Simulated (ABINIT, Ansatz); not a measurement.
# NaF (Villiaumite): Raman and infrared activity, part 2 of 3

Which lines does NaF (Villiaumite) show in Raman and infrared spectra?

ABINIT 10.8.3; DFT LDA, scalar-relativistic, plane waves, PseudoDojo norm-conserving pseudopotentials.

So far. Step 3 (Self-consistent run for the response): The cell stands at -0.98 GPa: the relaxation ran with a smoothed and higher cutoff and on another k mesh. Step 5 (Linear response at Γ): The acoustic modes at Γ come out as far as 7.2 cm⁻¹ from zero, where they should vanish, a small numerical error; the Born charges miss their sum rule by 4.8e-4 e, which is good. The relaxed cell has a = 4.502 Å (conventional setting).

The database entry behind the starting cell differs from later determinations by our own check (0.1 to 0.3 % short, probably kX units), so it need not match the best structure at ambient conditions.

**6. Modes with the sum rule**

anaddb reads the merged derivatives, imposes the acoustic sum rule and charge neutrality, and adds the LO-TO term along chosen directions.

Input file anaddb.abi:

```
ddb_filepath "gamma_DDB"
output_file "anaddb.abo"
outdata_prefix "anaddb"
asr 1
chneut 1
enunit 2
eivec 1
nph1l 1
qph1l 0.0 0.0 0.0 1.0
dieflag 1
nph2l 3
qph2l 
    1.0 0.0 0.0 0.0
    0.0 0.0 1.0 0.0
    1.0 1.0 1.0 0.0
nlflag 1
ramansr 1
alphon 1
prtmbm 1
```

Input file mrgddb.in:

```
gamma_DDB
merged
3
dfpt_gammao_DS2_DDB
dfpt_gammao_DS3_DDB
gso_DDB
```

Launch:

```sh
$ mrgddb < mrgddb.in > mrgddb.log
$ OMP_NUM_THREADS=1 anaddb anaddb.abi > anaddb.log
```

anaddb.abo, the main output file:

```text
[banners, grids, parts of the stress and lines that vanish by symmetry left out]
-outvars_anaddb: echo values of input variables ----------------------

 Flags :
[...]
Dielectric Tensor and Effective Charges
[...]
Effective charge tensors after
[...]
1          1       -0.000000000       -0.000000000       -0.000000000
[...]
1          2       -0.000000000       -0.000000000       -0.000000000
[...]
1          3       -0.000000000       -0.000000000       -0.000000000
[...]
2          1       -0.000000000       -0.000000000       -0.000000000
[...]
2          2       -0.000000000       -0.000000000       -0.000000000
[...]
2          3       -0.000000000       -0.000000000       -0.000000000
[...]
Phonon wavevector (reduced coordinates) :  0.00000  0.00000  0.00000
 Phonon energies in Hartree :
[...]
Phonon energies in meV     :
-  0.000000E+00  0.000000E+00  0.000000E+00  3.424451E+01  3.424451E+01
-  3.424451E+01
 Phonon frequencies in cm-1    :
-  0.000000E+00  0.000000E+00  0.000000E+00  2.762006E+02  2.762006E+02
-  2.762006E+02
 Phonon frequencies in Thz     :
-  0.000000E+00  0.000000E+00  0.000000E+00  8.280287E+00  8.280287E+00
-  8.280287E+00
 Phonon energies in Kelvin  :
-  0.000000E+00  0.000000E+00  0.000000E+00  3.973911E+02  3.973911E+02
-  3.973911E+02
[...]
-  1  0.00000000E+00  0.00000000E+00 -3.61457271E-03
-     0.00000000E+00  0.00000000E+00  0.00000000E+00
-  2  0.00000000E+00  0.00000000E+00 -3.61456358E-03
-     0.00000000E+00  0.00000000E+00  0.00000000E+00
[...]
-  1  0.00000000E+00  3.61457271E-03  0.00000000E+00
-     0.00000000E+00  0.00000000E+00  0.00000000E+00
-  2  0.00000000E+00  3.61456358E-03  0.00000000E+00
-     0.00000000E+00  0.00000000E+00  0.00000000E+00
[...]
-  1  3.61457271E-03  0.00000000E+00  0.00000000E+00
-     0.00000000E+00  0.00000000E+00  0.00000000E+00
-  2  3.61456358E-03  0.00000000E+00  0.00000000E+00
-     0.00000000E+00  0.00000000E+00  0.00000000E+00
[...]
-  1  0.00000000E+00 -3.40006102E-07 -3.28584537E-03
-     0.00000000E+00  0.00000000E+00  0.00000000E+00
-  2  0.00000000E+00  4.11438849E-07  3.97617699E-03
-     0.00000000E+00  0.00000000E+00  0.00000000E+00
[...]
-  1  0.00000000E+00 -3.28584537E-03  3.40006151E-07
-     0.00000000E+00  0.00000000E+00  0.00000000E+00
-  2  0.00000000E+00  3.97617699E-03 -4.11438908E-07
-     0.00000000E+00  0.00000000E+00  0.00000000E+00
[...]
-  1  3.28584539E-03  0.00000000E+00  0.00000000E+00
-     0.00000000E+00  0.00000000E+00  0.00000000E+00
-  2 -3.97617701E-03  0.00000000E+00  0.00000000E+00
-     0.00000000E+00  0.00000000E+00  0.00000000E+00
[...]
-     1          0.000000    -0.000000    -0.000002     0.000002
-     2          0.000000     0.000002    -0.000000     0.000002
-     3          0.000002    -0.000000     0.000000     0.000002
-     4         -0.000000     0.000000    -1.406058     1.406058
-     5          0.000000    -1.406058     0.000000     1.406058
-     6          1.406058     0.000000    -0.000000     1.406058
[...]
-   1     Real    0.0000E+00  0.0000E+00  0.0000E+00  0.0000E+00  0.0000E+00  0.0000E+00  0.0000E+00
[...]
-   2     Real    0.0000E+00  0.0000E+00  0.0000E+00  0.0000E+00  0.0000E+00  0.0000E+00  0.0000E+00
[...]
-   3     Real    0.0000E+00  0.0000E+00  0.0000E+00  0.0000E+00  0.0000E+00  0.0000E+00  0.0000E+00
[...]
-   4     Real    0.0000E+00  0.0000E+00  5.2602E-05  0.0000E+00  0.0000E+00  0.0000E+00  5.2602E-05
[...]
-   5     Real    0.0000E+00  5.2602E-05  0.0000E+00  0.0000E+00  0.0000E+00  0.0000E+00  5.2602E-05
[...]
-   6     Real    5.2602E-05  0.0000E+00  0.0000E+00  0.0000E+00  0.0000E+00  0.0000E+00  5.2602E-05
[...]
-         0.000000000       0.000000000       0.000000000
-         0.000000000       0.000000000       0.000000000
[...]
Phonon at Gamma, with non-analyticity in the
[...]
Phonon energies in Hartree :
[...]
Phonon energies in meV     :
-  0.000000E+00  0.000000E+00  0.000000E+00  3.424451E+01  3.424451E+01
-  5.309377E+01
 Phonon frequencies in cm-1    :
-  0.000000E+00  0.000000E+00  0.000000E+00  2.762006E+02  2.762006E+02
-  4.282302E+02
 Phonon frequencies in Thz     :
-  0.000000E+00  0.000000E+00  0.000000E+00  8.280287E+00  8.280287E+00
-  1.283802E+01
 Phonon energies in Kelvin  :
-  0.000000E+00  0.000000E+00  0.000000E+00  3.973911E+02  3.973911E+02
-  6.161277E+02
[...]
-  1  0.00000000E+00  0.00000000E+00 -3.61457271E-03
[...]
-  2  0.00000000E+00  0.00000000E+00 -3.61456358E-03
[...]
Phonon at Gamma, with non-analyticity in the
[...]
Phonon energies in Hartree :
[...]
Phonon energies in meV     :
-  0.000000E+00  0.000000E+00  0.000000E+00  3.424451E+01  3.424451E+01
-  5.309377E+01
 Phonon frequencies in cm-1    :
-  0.000000E+00  0.000000E+00  0.000000E+00  2.762006E+02  2.762006E+02
-  4.282302E+02
 Phonon frequencies in Thz     :
-  0.000000E+00  0.000000E+00  0.000000E+00  8.280287E+00  8.280287E+00
-  1.283802E+01
 Phonon energies in Kelvin  :
-  0.000000E+00  0.000000E+00  0.000000E+00  3.973911E+02  3.973911E+02
-  6.161277E+02
[...]
Phonon at Gamma, with non-analyticity in the
[...]
Phonon energies in Hartree :
[...]
Phonon energies in meV     :
-  0.000000E+00  0.000000E+00  0.000000E+00  3.424451E+01  3.424451E+01
-  5.309377E+01
 Phonon frequencies in cm-1    :
-  0.000000E+00  0.000000E+00  0.000000E+00  2.762006E+02  2.762006E+02
-  4.282302E+02
 Phonon frequencies in Thz     :
-  0.000000E+00  0.000000E+00  0.000000E+00  8.280287E+00  8.280287E+00
-  1.283802E+01
 Phonon energies in Kelvin  :
-  0.000000E+00  0.000000E+00  0.000000E+00  3.973911E+02  3.973911E+02
-  6.161277E+02
[...]
-  1  3.86667074E-04 -3.50253427E-03 -8.04904531E-04
[...]
-  2  3.86664169E-04 -3.50252735E-03 -8.04904425E-04
[...]
-  1  3.58952832E-03  3.36790975E-04  2.58817252E-04
[...]
-  2  3.58952131E-03  3.36792182E-04  2.58818657E-04
[...]
-  1  4.65700480E-04  2.05532201E-03 -2.52102249E-03
[...]
-  2 -5.63540679E-04 -2.48712985E-03  3.05067052E-03
[...]
-  1  2.64215373E-03 -1.72438531E-03 -9.17768421E-04
[...]
-  2 -3.19725053E-03  2.08666581E-03  1.11058472E-03
[...]
-         0.000000000       0.000000000       0.000000000
-         0.000000000       0.000000000       0.000000000
[...]
-         0.000000000       0.000000000       0.000000000
-         0.000000000       0.000000000       0.000000000
-         0.000000000       0.000000000       0.000000000
[...]
-         0.000000000       0.000000000       0.000000000
-         0.000000000       0.000000000       0.000000000
-         0.000000000       0.000000000       0.000000000
[...]
Direction                     Dielectric constant
[...]
0.00000   0.00000   1.00000      4.64318916
   1.00000   1.00000   1.00000      4.64318916
-
```

The job ended after 1.8 s (1 thread of Intel Xeon at 2.70GHz, shared host).

Read from the output:

```
highest optical zone-centre mode (no LO-TO term) : 276.2 cm⁻¹
lowest optical zone-centre mode                  : 276.2 cm⁻¹
mean static dielectric constant                  : 4.643
highest mode moved by the LO-TO term             : 428.2 cm⁻¹
```

No LO-TO term; unit eigenvectors of the mass-weighted matrix, from anaddb's displacements. The modes at Γ (shares of kinetic energy by element, %):

| mode | frequency (cm⁻¹) | symmetry | Na % | F % |
| --- | --- | --- | --- | --- |
| 1 | 0.0 | acoustic | 55 | 45 |
| 2 | 0.0 | acoustic | 55 | 45 |
| 3 | 0.0 | acoustic | 55 | 45 |
| 4 | 276.2 | T1u | 45 | 55 |
| 5 | 276.2 | T1u | 45 | 55 |
| 6 | 276.2 | T1u | 45 | 55 |

Displacements in mode 5 (276.2 cm⁻¹), the largest set to 1:
```
Na1  0.00 -0.83  0.00
F2   0.00  1.00  0.00
```

Trace of the oscillator strength, degenerate modes summed. Lines of the infrared spectrum (strongest = 100):

| position (cm⁻¹) | lines merged | IR intensity, relative |
| --- | --- | --- |
| 276 | 3 | 100 |

Static dielectric tensor (ions relaxed, fixed cell):

```
4.64 0.00 0.00
0.00 4.64 0.00
0.00 0.00 4.64
```

The rule moves no optical mode by more than 0.1 cm⁻¹.

**7. Sum rules set otherwise (asr 0)**

Without the rule the raw error of the acoustic modes shows.

Edit anaddb.abi of step 6 so:

```diff
@@ -3,4 +3,4 @@
 outdata_prefix "anaddb"
-asr 1
-chneut 1
+asr 0
+chneut 0
 enunit 2
```

mrgddb.in is that of step 6.

anaddb.abo, the main output file:

```text
[banners, grids, parts of the stress and lines that vanish by symmetry left out]
-outvars_anaddb: echo values of input variables ----------------------

 Flags :
[...]
Dielectric Tensor and Effective Charges
[...]
Effective charge tensors after
[...]
1          1       -0.000000000       -0.000000000       -0.000000000
[...]
1          2       -0.000000000       -0.000000000       -0.000000000
[...]
1          3       -0.000000000       -0.000000000       -0.000000000
[...]
2          1       -0.000000000       -0.000000000       -0.000000000
[...]
2          2       -0.000000000       -0.000000000       -0.000000000
[...]
2          3       -0.000000000       -0.000000000       -0.000000000
[...]
Phonon wavevector (reduced coordinates) :  0.00000  0.00000  0.00000
 Phonon energies in Hartree :
[...]
Phonon energies in meV     :
-  8.908301E-01  8.908301E-01  8.908301E-01  3.425461E+01  3.425461E+01
-  3.425461E+01
 Phonon frequencies in cm-1    :
-  7.185029E+00  7.185029E+00  7.185029E+00  2.762821E+02  2.762821E+02
-  2.762821E+02
 Phonon frequencies in Thz     :
-  2.154018E-01  2.154018E-01  2.154018E-01  8.282728E+00  8.282728E+00
-  8.282728E+00
 Phonon energies in Kelvin  :
-  1.033765E+01  1.033765E+01  1.033765E+01  3.975083E+02  3.975083E+02
-  3.975083E+02
[...]
-  1  0.00000000E+00  2.63750501E-07 -3.61307109E-03
-     0.00000000E+00  0.00000000E+00  0.00000000E+00
-  2  0.00000000E+00  2.63992036E-07 -3.61637983E-03
-     0.00000000E+00  0.00000000E+00  0.00000000E+00
[...]
-  1  0.00000000E+00 -3.61307109E-03 -2.63750284E-07
-     0.00000000E+00  0.00000000E+00  0.00000000E+00
-  2  0.00000000E+00 -3.61637983E-03 -2.63991818E-07
-     0.00000000E+00  0.00000000E+00  0.00000000E+00
[...]
-  1  3.61307110E-03  0.00000000E+00  0.00000000E+00
-     0.00000000E+00  0.00000000E+00  0.00000000E+00
-  2  3.61637984E-03  0.00000000E+00  0.00000000E+00
-     0.00000000E+00  0.00000000E+00  0.00000000E+00
[...]
-  1  0.00000000E+00  0.00000000E+00 -3.28749647E-03
-     0.00000000E+00  0.00000000E+00  0.00000000E+00
-  2  0.00000000E+00  0.00000000E+00  3.97452517E-03
-     0.00000000E+00  0.00000000E+00  0.00000000E+00
[...]
-  1  2.52203562E-07 -3.28749646E-03  0.00000000E+00
-     0.00000000E+00  0.00000000E+00  0.00000000E+00
-  2 -3.04909652E-07  3.97452516E-03  0.00000000E+00
-     0.00000000E+00  0.00000000E+00  0.00000000E+00
[...]
-  1  3.28749646E-03  2.52204090E-07  0.00000000E+00
-     0.00000000E+00  0.00000000E+00  0.00000000E+00
-  2 -3.97452516E-03 -3.04910290E-07  0.00000000E+00
-     0.00000000E+00  0.00000000E+00  0.00000000E+00
[...]
-     1          0.000000     0.000000     0.000307     0.000307
-     2         -0.000000     0.000307     0.000000     0.000307
-     3         -0.000307     0.000000     0.000000     0.000307
-     4         -0.000000    -0.000000    -1.406086     1.406086
-     5          0.000000    -1.406086     0.000000     1.406086
-     6          1.406086     0.000000    -0.000000     1.406086
[...]
-   1     Real    0.0000E+00  0.0000E+00  2.4578E-12  0.0000E+00  0.0000E+00  0.0000E+00  2.4578E-12
[...]
-   2     Real    0.0000E+00  2.4578E-12  0.0000E+00  0.0000E+00  0.0000E+00  0.0000E+00  2.4578E-12
[...]
-   3     Real    2.4578E-12  0.0000E+00  0.0000E+00  0.0000E+00  0.0000E+00  0.0000E+00  2.4578E-12
[...]
-   4     Real    0.0000E+00  0.0000E+00  5.2599E-05  0.0000E+00  0.0000E+00  0.0000E+00  5.2599E-05
[...]
-   5     Real    0.0000E+00  5.2599E-05  0.0000E+00  0.0000E+00  0.0000E+00  0.0000E+00  5.2599E-05
[...]
-   6     Real    5.2599E-05  0.0000E+00  0.0000E+00  0.0000E+00  0.0000E+00  0.0000E+00  5.2599E-05
[...]
-         0.000000000       0.000000000       0.000000000
-         0.000000000       0.000000000       0.000000000
[...]
Phonon at Gamma, with non-analyticity in the
[...]
Phonon energies in Hartree :
[...]
Phonon energies in meV     :
-  8.908301E-01  8.908301E-01  8.908481E-01  3.425461E+01  3.425461E+01
-  5.309958E+01
 Phonon frequencies in cm-1    :
-  7.185029E+00  7.185029E+00  7.185174E+00  2.762821E+02  2.762821E+02
-  4.282770E+02
 Phonon frequencies in Thz     :
-  2.154018E-01  2.154018E-01  2.154061E-01  8.282728E+00  8.282728E+00
-  1.283942E+01
 Phonon energies in Kelvin  :
-  1.033765E+01  1.033765E+01  1.033786E+01  3.975083E+02  3.975083E+02
-  6.161950E+02
[...]
-  1  0.00000000E+00  2.63890995E-07 -3.61307109E-03
[...]
-  2  0.00000000E+00  2.64132659E-07 -3.61637983E-03
[...]
Phonon at Gamma, with non-analyticity in the
[...]
Phonon energies in Hartree :
[...]
Phonon energies in meV     :
-  8.908301E-01  8.908301E-01  8.908481E-01  3.425461E+01  3.425461E+01
-  5.309958E+01
 Phonon frequencies in cm-1    :
-  7.185029E+00  7.185029E+00  7.185174E+00  2.762821E+02  2.762821E+02
-  4.282770E+02
 Phonon frequencies in Thz     :
-  2.154018E-01  2.154018E-01  2.154061E-01  8.282728E+00  8.282728E+00
-  1.283942E+01
 Phonon energies in Kelvin  :
-  1.033765E+01  1.033765E+01  1.033786E+01  3.975083E+02  3.975083E+02
-  6.161950E+02
[...]
Phonon at Gamma, with non-analyticity in the
[...]
Phonon energies in Hartree :
[...]
Phonon energies in meV     :
-  8.908301E-01  8.908301E-01  8.908481E-01  3.425461E+01  3.425461E+01
-  5.309958E+01
 Phonon frequencies in cm-1    :
-  7.185029E+00  7.185029E+00  7.185174E+00  2.762821E+02  2.762821E+02
-  4.282770E+02
 Phonon frequencies in Thz     :
-  2.154018E-01  2.154018E-01  2.154061E-01  8.282728E+00  8.282728E+00
-  1.283942E+01
 Phonon energies in Kelvin  :
-  1.033765E+01  1.033765E+01  1.033786E+01  3.975083E+02  3.975083E+02
-  6.161950E+02
[...]
-  1  2.92821515E-03 -1.77365974E-03 -1.15497617E-03
[...]
-  2  2.93089675E-03 -1.77528397E-03 -1.15603383E-03
[...]
-  1  2.08645318E-03  2.08618832E-03  2.08609998E-03
[...]
-  2  2.08783437E-03  2.08756928E-03  2.08748086E-03
[...]
-  1  4.65898064E-04  2.05637855E-03 -2.52227661E-03
[...]
-  2 -5.63262531E-04 -2.48612535E-03  3.04938788E-03
[...]
-  1  2.64348779E-03 -1.72522345E-03 -9.18264336E-04
[...]
-  2 -3.19593005E-03  2.08576469E-03  1.11016536E-03
[...]
-         0.000000000       0.000000000       0.000000000
-         0.000000000       0.000000000       0.000000000
[...]
-         0.000000000       0.000000000       0.000000000
-         0.000000000       0.000000000       0.000000000
-         0.000000000       0.000000000       0.000000000
[...]
-         0.000000000       0.000000000       0.000000000
-         0.000000000       0.000000000       0.000000000
-         0.000000000       0.000000000       0.000000000
[...]
Direction                     Dielectric constant
[...]
0.00000   0.00000   1.00000      4.64146673
   1.00000   1.00000   1.00000      4.64146673
-
```

Run time: 1.8 s. Hardware: 1 thread.

Read from the output:

| Property | Result |
| --- | --- |
| highest optical zone-centre mode (no LO-TO term) | 276.3 cm⁻¹ |
| lowest optical zone-centre mode | 276.3 cm⁻¹ |
| mean static dielectric constant | 4.641 |

Zone-centre frequencies as printed; negative means imaginary. Modes:

| mode | frequency (cm⁻¹) |
| --- | --- |
| 1 | 7.19 |
| 2 | 7.19 |
| 3 | 7.19 |
| 4 | 276.3 |
| 5 | 276.3 |
| 6 | 276.3 |

(Part 2 of 3 ends here.)

[Host names and launcher messages were left out of these logs when they were recorded.]

[Logs are printed without paths, hosts, clocks, repeated set-up lines and the standing remarks that a program may print on its own settings, such as how far it seeks lower states.]

[Hosts, paths, dates, database ids (printed as entryN), source tags and the programs' standing remarks are cut or masked in the printed files.]
